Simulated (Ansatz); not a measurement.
HgSe under changes of volume

One of the cells (28.067 Å³/atom); the others are scaled copies at fixed shape and fractional positions:

```
Hg Se
1.0
     0.00000    3.03900    3.03900
     3.03900    0.00000    3.03900
     3.03900    3.03900    0.00000
Hg Se
1 1
Direct
  0.00000 0.00000 0.00000
  0.75000 0.75000 0.75000
```

```yaml
Program: Ansatz 0.2.0
Functional: wPBEh
Potentials_or_basis: Ansatz PAW
Cutoff: "420 eV (not typed: the program's choice for these potentials)"
k_mesh: 4 × 4 × 4
Occupations: fermi-dirac, width 0.05 eV
Spin: no spin polarisation
```

| volume (Å³/atom) | energy over the lowest point (meV/atom) | pressure (GPa) |
| --- | --- | --- |
| 26.383 | 81.70 | 8.4 |
| 26.944 | 55.40 | 6.6 |
| 27.505 | 34.86 | 5.1 |
| 28.067 | 19.70 | 3.6 |
| 28.628 | ? | ? |
| 29.189 | 2.71 | 1.3 |
| 29.751 | 0.00 | 0.3 |

Task: What does the run at 28.628 Å³/atom give?

Result: Energy over the lowest point 9.11 meV/atom; pressure 2.4 GPa.

Worked out: A Birch-Murnaghan fit of order 3 (a polynomial in V^(-2/3)) to the other rows has its minimum at 29.92 Å³/atom, just outside them, with B0 = V·E''(V) = 48 GPa and B' = 5.2. It gives 9.12 meV/atom at 28.628 Å³/atom, against the run's 9.11, and -dE/dV = 2.4 GPa, against 2.4.

Energies are extrapolated to zero smearing.

Caveats: all runs use coarse meshes; the PAW data sets come from PBE, with cores solved anew for the run's functional, which leaves a small shift of forces and pressure; the thresholds are loose for stress.
